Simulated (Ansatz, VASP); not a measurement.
# Two plane-wave programs on Ru

```xyz
2
Lattice="2.7236 0.0000 0.0000 -1.3618 2.3587 0.0000 0.0000 0.0000 4.2897" Properties=species:S:1:pos:R:3 pbc="T T T"
Ru    0.0000    1.5724    1.0724
Ru    1.3618    0.7862    3.2173
```

Alike in both runs: functional PBE; k mesh 16 × 16 × 9; occupations fermi-dirac, width 0.05 eV; no spin polarisation.

Ansatz relaxed the structure, and its values are those at the end. VASP's run is a single point on that final structure, the one shown.

```csv
,VASP,Ansatz
version,VASP 6.6.1,Ansatz 0.2.0
potentials or method,"VASP PAW PBE potentials, release 64 (Ru_pv)","PAW with Ansatz's default frozen-core files, scalar-relativistic"
plane-wave cutoff (eV),520,420
valence electrons in the cell,28,32
```

```tsv
	VASP	Ansatz	Ansatz less VASP
pressure (GPa)	-0.4	-0.3	+0.10
```

The two sets of potentials don't hold the same shells in valence.
